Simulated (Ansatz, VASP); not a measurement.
# In2O3 (In2O3 (R-3c)) in two plane-wave programs, part 2 of 2

One calculation is typed for both programs; each brings its own data sets. How far apart do they land? The cell is taken from a series of runs on this material, whose earlier steps may have relaxed, scaled, displaced or heated it; both programs get it as it stands.

VASP 6.6.1 and Ansatz 0.2.0.

So far: Starting point; VASP: relaxation of cell and atoms, PBEsol.

## 3. Ansatz: relaxation of cell and atoms, PBEsol

Level of this step: Ansatz beside VASP: Kohn-Sham DFT, plane waves, PBEsol (Ansatz).

Ansatz runs on its default PAW (the set named soft_2) files.

The same cell, functional and mesh now go to Ansatz.

input.yaml

```yaml
crystal:
  lattice:
    - [2.7581043, 1.5923923, 4.8636868]
    - [-2.7581043, 1.5923923, 4.8636868]
    - [0.0, -3.1847845, 4.8636868]
  atoms:
    - { symbol: In, position: [0.642884, 0.642884, 0.642884] }
    - { symbol: In, position: [0.857116, 0.857116, 0.857116] }
    - { symbol: In, position: [0.357116, 0.357116, 0.357116] }
    - { symbol: In, position: [0.142884, 0.142884, 0.142884] }
    - { symbol: O, position: [0.0464953, 0.75, 0.4535047] }
    - { symbol: O, position: [0.75, 0.4535047, 0.0464953] }
    - { symbol: O, position: [0.4535047, 0.0464953, 0.75] }
    - { symbol: O, position: [0.9535047, 0.25, 0.5464953] }
    - { symbol: O, position: [0.5464953, 0.9535047, 0.25] }
    - { symbol: O, position: [0.25, 0.5464953, 0.9535047] }
basis:
  ecutwfc: 420
  xc_grid: 2
hamiltonian:
  xc: pbesol
kpoints:
  mp_grid: { grid: [6, 6, 6] }
scf:
  occupations: { method: fixed }
  max_iter: 100
relax:
  f_tol: 0.005
  max_steps: 60
  cell: {}
output:
  forces: true
  stress: true
checkpoint:
  write: "../cell.run"
  compress: false
  write_wavefunctions: false
  write_every: 100000
```

Started as:

```sh
ansatz run input.yaml --threads 32 --pin off --max-ram 84787MiB --backend cuda --events-out ev --progress --plain --runs-dir out --max-vram 78GiB
```

Numbers of over 12 decimals in the logs are rounded to 6 here.

The log of the run:

```text
Engine: ansatz 0.2.0, aarch64-unknown-linux-gnu
Pseudopotentials: kind: paw
Pseudopotential: In, paw, valence charge 13, recommended cutoff 420 eV (normal), In.paw.azcp
Pseudopotential: O, paw, valence charge 6, recommended cutoff 420 eV (normal), O.paw.azcp
Functional definition: PBEsol
  exchange = pbesol_x
  correlation = pbesol_c
[...]
Crystal: 10 atoms, lattice volume = 128.167 Å³
Basis set: ecut = 420 eV, 2519 PW (Γ), exchange–correlation on 80×80×80 points (8 copies of the dense FFT grid, shifted against one another)
Bands: 54, of which v1, the nominal top of the filled ones, is band 44 counted from 1 (43 counted from 0)
Symmetry: 12 space group operations
Space group: R-3c (ITA 167), of the structure as read, at distance tolerance 5.0e-5 Å
k-points: 32 of 216
Non-local potential: In, projectors of the file, l = 0: 2, l = 1: 2, l = 2: 2, l = 3: 2
Non-local potential: O, projectors of the file, l = 0: 2, l = 1: 2, l = 2: 1
PAW form: soft (Blöchl's): semilocal exchange-correlation on the pseudo side does not see the compensation charge
PAW frozen core: In, regenerated for the run's functional, and the local potential with it (the file was generated under x = pbe(κ = 0.804, μ = 0.219515), c = pbe(β = 0.066725))
PAW frozen core: O, regenerated for the run's functional, and the local potential with it (the file was generated under x = pbe(κ = 0.804, μ = 0.219515), c = pbe(β = 0.066725))
PAW one-centre angular grid: In, 590 points (default); XC on 64 Gauss nodes
PAW one-centre angular grid: O, 110 points (default); XC on 64 Gauss nodes
Initial density: superposition of atomic densities (neutral atoms: chi_scale 0, normalization atom), corrected by the library's trained network
Initial wavefunctions: pseudopotential atomic-orbital guess
[...]
Functional: x = pbesol(κ = 0.804, μ = 0.123457), c = pbesol(β = 0.046)
SCF iter   1: F=—  HF=-25467.660110 eV  |F-HF|=—  |Δ(HF+E_count)|=         —  Δρ=1.67e-2  dr2=2.92e-1  ethr=1.77e-3  ⟨swp⟩=5.0  Hψ=5841  notcnv=0  defer=249
preconditioner: auto → Resta (q_TF=auto, 2.563 Å⁻¹)  ε∞=4.7  [insulator: Δε(μ)=0.937 eV  Ē_g=16.081 eV  n_scr=32 (ndim 8)  ℏωp=30.8 eV  f_vac=0.023  ε∞_Penn≈4.7]
SCF iter   2: F=—  HF=-25467.581532 eV  |F-HF|=—  |Δ(HF+E_count)|=   7.86e-2  Δρ=3.10e-3  dr2=5.93e-3  ethr=3.32e-4  ⟨swp⟩=2.0  Hψ=2521  notcnv=0  defer=253
SCF iter   3: F=—  HF=-25467.580260 eV  |F-HF|=—  |Δ(HF+E_count)|=   1.27e-3  Δρ=1.22e-3  dr2=1.30e-3  ethr=6.74e-6  ⟨swp⟩=2.2  Hψ=2765  notcnv=0  defer=160
automatic band count: iteration 3 solves 51 bands in place of 54: the levels show a gap, and the empty bands left out lie too high to hold charge; the band table lists the bands solved (type scf.n_extra_bands for more)
SCF iter   4: F=—  HF=-25467.580276 eV  |F-HF|=—  |Δ(HF+E_count)|=   1.58e-5  Δρ=3.90e-4  dr2=1.63e-4  ethr=1.48e-6  ⟨swp⟩=2.0  Hψ=2206  notcnv=0  defer=150
[...]
SCF iter   7: F=-25467.580235 eV  HF=-25467.580235 eV  |F-HF|=4.70e-9  |Δ(HF+E_count)|=   1.04e-7  Δρ=1.92e-6  dr2=6.52e-9  ethr=1.14e-10  ⟨swp⟩=4.0  Hψ=5421  notcnv=0
SCF 1 converged in 7 iterations: F = -25467.580235 eV  dr2 = 6.52e-9
  greatest PAW one-centre occupation: 0.990 electrons in one spin orbital (limit 2), on the In atom at site 1 (counted from 0), in its partial waves of l = 2
relax step   1: F+E_penalty+E_count = -25467.58023466 eV  Δ(F+E_penalty+E_count) = +0.000e0 eV  max|allowed force component| = 3.094e-2 eV/Å  Δτ_max = 0.0000 Å  P = -0.767 GPa  Ω = 128.167 Å³  (7 SCF iters, dr2 threshold 1.00e-7 eV, accepted)
[...]
Crystal: 10 atoms, lattice volume = 127.447 Å³
Basis set: ecut = 420 eV, 2489 PW (Γ), exchange–correlation on 80×80×80 points (8 copies of the dense FFT grid, shifted against one another)
[...]
iter 1 solved again at ethr=1.45e-6 eV; its pass at ethr=3.10e-3 eV (dr2=1.28e-3 eV) is discarded
SCF iter   1: F=—  HF=-25467.585680 eV  |F-HF|=—  |Δ(HF+E_count)|=         —  Δρ=1.26e-3  dr2=1.25e-3  ethr=1.45e-6  ⟨swp⟩=2.4  Hψ=6034  notcnv=0  defer=159
automatic band count: iteration 1 solves 51 bands in place of 54: the levels show a gap, and the empty bands left out lie too high to hold charge; the band table lists the bands solved (type scf.n_extra_bands for more)
[...]
SCF 2 converged in 5 iterations: F = -25467.585446 eV  dr2 = 3.77e-7
[...]
SCF 3 converged in 5 iterations: F = -25467.585123 eV  dr2 = 8.49e-9
[...]
SCF 4 converged in 5 iterations: F = -25467.582320 eV  dr2 = 3.43e-11
[...]
SCF 5 converged in 4 iterations: F = -25467.582395 eV  dr2 = 4.48e-9
[...]
SCF 6 converged in 4 iterations: F = -25467.582299 eV  dr2 = 1.54e-11
[...]
SCF converged after 4 iterations
[...]
E_band       = 16.119595
  E_kinetic    = 2029.187147
  E_local      = -5894.865730  (includes V_loc(G=0)·N_el)
  E_nonlocal   = 1780.309221
  E_hartree    = 2257.686250
  E_xc         = -1284.362794
  E_vxc        = -953.445427  (∫ρ·V_xc dr)
  E_paw        = -17273.591574  (= ΣΔE_a)
  E_vpaw       = -1460.452302  (= ΣTr[D̂ρ^β])
  E_aug_tail   = 0.014318  (compensation charges beyond the density's cutoff)
  E_ewald      = -7083.114474
  E_core_change = 1.155337  (= ΣΔE_core)
  E_smearing   = -0.000000  (= −TS)
  E_closure    = -0.000000  (closes the sum)
  Σ components = -25467.582299   (vs F -25467.582299, Δ=0.00e0)
--- Forces (eV/Å), atoms counted from 1 ---
  atom   1  In    -0.00000000    -0.00000000    -0.00125977
  atom   2  In    -0.00000000     0.00000000     0.00125977
  atom   3  In     0.00000000     0.00000000     0.00125977
  atom   4  In     0.00000000    -0.00000000    -0.00125977
  atom   5  O      0.00069165     0.00119797    -0.00000000
  atom   6  O      0.00069165    -0.00119797     0.00000000
  atom   7  O     -0.00138330     0.00000000     0.00000000
  atom   8  O     -0.00069165    -0.00119797     0.00000000
  atom   9  O      0.00138330    -0.00000000    -0.00000000
  atom  10  O     -0.00069165     0.00119797    -0.00000000
  max |Σ_I F_I| component: 1.04e-17 eV/Å
--- Stress (GPa, compression-positive) ---
       -0.006473       0.000000      -0.000000
        0.000000      -0.006473      -0.000000
       -0.000000      -0.000000      -0.011375
  P = ⅓ Tr σ = -0.0081 GPa (-0.081 kbar)
--- Band table (eV; the first three rows and the last of 32) ---
  k-point 0: bands = [... 40 lower, 8.4157, 8.4157, 8.6282, 8.6282, 9.7940, 14.0428, 14.7893, 15.7940, ... 6 higher]
  k-point 1: bands = [... 40 lower, 8.4045, 8.4706, 8.4793, 8.6222, 10.6982, 14.3564, 14.6500, 15.5136, ... 6 higher]
  k-point 2: bands = [... 40 lower, 8.0674, 8.1456, 8.5417, 8.6789, 12.1236, 14.4187, 14.5476, 14.8146, ... 6 higher]
  k-point 31: bands = [... 40 lower, 8.4845, 8.4845, 8.4845, 8.4845, 12.9471, 12.9471, 15.7041, 15.7041, ... 6 higher]
--- Relaxed structure (4 steps of the walk, 4 accepted, 2 SCFs on fresh bases) ---
  F+E_penalty+E_count = -25467.58229866 eV   max|allowed force component| = 1.383e-3 eV/Å   (the final SCF, on the basis selected at the relaxed cell)
  cell:  # Å, volume = 127.5188 Å³
    - [2.756218, 1.591303, 4.845698]
    - [-2.756218, 1.591303, 4.845698]
    - [0, -3.182606, 4.845698]
  atoms:
    - { symbol: In, position: [0.642553, 0.642553, 0.642553] }
    - { symbol: In, position: [0.857447, 0.857447, 0.857447] }
    - { symbol: In, position: [0.357447, 0.357447, 0.357447] }
    - { symbol: In, position: [0.142553, 0.142553, 0.142553] }
    - { symbol: O, position: [0.045856, 0.75, 0.454144] }
    - { symbol: O, position: [0.750000, 0.454144, 0.045856] }
    - { symbol: O, position: [0.454144, 0.045856, 0.750000] }
    - { symbol: O, position: [0.954144, 0.250000, 0.545856] }
    - { symbol: O, position: [0.545856, 0.954144, 0.250000] }
    - { symbol: O, position: [0.250000, 0.545856, 0.954144] }
```

Reading the cycles: dr2 is the Hartree energy of the density residual (eV), the measure of convergence; HF is the Harris–Foulkes estimate of the energy, which meets the free energy F at convergence.

## 4. Comparison

Known differences besides the potentials themselves: fixed occupations in Ansatz, narrow Gaussian smearing in VASP; the cutoff is 420 eV in Ansatz and 600 eV in VASP; Ansatz makes its cores anew for this functional, VASP keeps those of its PBE data sets. Total energies have different zeros and are not compared.

Compared:

```
                                         quantity  Ansatz    VASP  difference
                                      volume (Å³)  127.52  127.81     -0.23 %
edge a after relaxation, in the typed setting (Å)   5.797   5.801     -0.07 %
```

## 5. Outcome

| Property | Result |
| --- | --- |
| difference in volume (relaxation of cell and atoms, PBEsol) | -0.23 % |

What this shows: The difference in volume is -0.23 % (relaxation of cell and atoms, PBEsol), within the 1.2 % picked in this series as the mark of a large difference, as far as the stopping tolerances let one tell. Such differences can come from data sets, numerical settings and the points named under the comparisons, not from the functional's error against experiment.

[Lines on the potential files, build, host, timing and source positions are cut from VASP's logs without a mark.]

[Logs are printed without paths, hosts, clocks, repeated set-up lines and the standing remarks that a program may print on its own settings, such as how far it seeks lower states.]

[Hosts, paths, dates, database ids (printed as entryN), source tags and the programs' standing remarks are cut or masked in the printed files.]
